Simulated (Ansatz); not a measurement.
**FeCo$_{3}$: do energies and stresses tell the same story?**

Level of theory: DFT r2SCAN, scalar-relativistic, plane waves, PAW (Ansatz 0.2.0).

Settings: cutoff 500 eV, Γ-centred mesh 12×12×12 on the computed 4-atom cell, Gaussian smearing of 0.10 eV; collinear spin from starting moments 3.21 2.09 2.09 2.09 μB.

Relaxed cell: Pm-3m, a = 3.537 Å, b = 3.537 Å, c = 3.537 Å, α = 90.00°, β = 90.00°, γ = 90.00°, 4 atoms in the primitive cell. Whether it is the stable form of this composition wasn't checked.

Energies at zero smearing and pressures from the stress tensor, at volumes with shape and atoms relaxed:
```csv
V (Å³/atom),E − E(first) (meV/atom),P (GPa)
10.399,0.00,13.94
10.731,-20.61,6.43
11.063,-27.39,0.00
11.395,-21.38,-5.69
11.727,-4.50,-10.49
```

**Question.** Check P = −dE/dV between neighbouring volumes, and get the bulk modulus from the pressures alone.

**Answer.** With 1 eV/Å³ = 160.2 GPa:
| middle V (Å³/atom) | −ΔE/ΔV (GPa) | mean P (GPa) |
| --- | --- | --- |
| 10.565 | 9.951 | 10.181 |
| 10.897 | 3.272 | 3.215 |
| 11.229 | -2.900 | -2.844 |
| 11.561 | -8.152 | -8.090 |

The two differ by 0.23 GPa at most. The mean of two end pressures misses the average over a step by about ΔV² P″/12, up to 0.12 GPa here; with that taken off 0.12 GPa remains. The stress is the derivative of the free energy, not of the energy at zero smearing, and with free energies 0.03 GPa remains. Around V = 11.063 Å³/atom, the two neighbours give B = −V ΔP/ΔV = 11.063 × 12.12 / 0.664 = 202.0 GPa, against B0 = 200.6 GPa from the Birch–Murnaghan fit of the energies.

The state reached may not be the lowest one. Only parallel moments were tried here.

Only this magnetic start was tried.